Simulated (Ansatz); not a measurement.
## Defect calculation, host AlN

These are results of DFT PBE, scalar-relativistic, plane waves, PAW in Ansatz, not measurements. (420 eV cutoff, 3×3×3 k-mesh, Gaussian smearing of 0.01 eV, collinear spin in charge 0, -2 alone)

Host crystal, relaxed:

```yaml
crystal:
  lattice:
    - [3.13021, 0.00000, 0.00000]
    - [-1.56510, 2.71084, 0.00000]
    - [0.00000, 0.00000, 5.01804]
  atoms:
    - { symbol: Al, position: [0.66667, 0.33333, 0.49923] }
    - { symbol: Al, position: [0.33333, 0.66667, 0.99923] }
    - { symbol: N, position: [0.66667, 0.33333, 0.88077] }
    - { symbol: N, position: [0.33333, 0.66667, 0.38077] }
```

Supercell of 48 atoms, rows in host cell vectors: 2 0 -1; -2 -2 -1; 0 2 -1. Atoms relax at the host's cell, keeping the symmetry that the supercell leaves at the site. The cell is small, so energies carry finite-size errors of tenths of an eV. The host's Kohn–Sham gap is 4.03 eV. Atoms are taken from and returned to the elements' standard states. Charged cells are corrected for image charges with the computed static dielectric tensor (mean 8.8) and aligned with the host's potential at far atoms (alignment terms reach 0.42 eV). No band-filling term is added, and the Fermi level counts from the host's valence band top.

The defect is an interstitial at (0.000, 0.000, 0.208) of the host cell.

| charge | E_f at the valence band top (eV) | over the neutral state (eV) | moment (μB) | largest move (Å) | atoms near the site |
| --- | --- | --- | --- | --- | --- |
| 0 | 7.56 | 0.00 | 3.00 | 0.17 | 3 Al at 1.98 Å, 3 N at 2.22 Å |
| -1 | 9.71 | 2.15 | 0.00 | 0.37 | 3 Al at 1.84 Å, 3 N at 2.37 Å, 3 N at 2.38 Å |
| -2 | 11.87 | 4.31 | 1.00 | 0.30 | 3 Al at 1.86 Å, 3 N at 2.35 Å, 3 Al at 2.37 Å |

Among the charges computed the stable one is 0 at the valence band top, changing to -1 at 2.15 eV, changing to -2 at 2.16 eV. Other sites of the defect weren't tried.

Task: Which element is it? Judge by the nearest distance in charge 0 and covalent radii.
A. Rh
B. Nb
C. N
D. V
E. Y

Result: C. The nearest neighbour is Al at 1.98 Å, and the summed covalent radii with Al are 1.92 Å for N, 2.85 Å for Nb, 2.63 Å for Rh, 2.74 Å for V, 3.11 Å for Y, so N fits best. Bonds can miss such sums by a tenth of an ångström or more.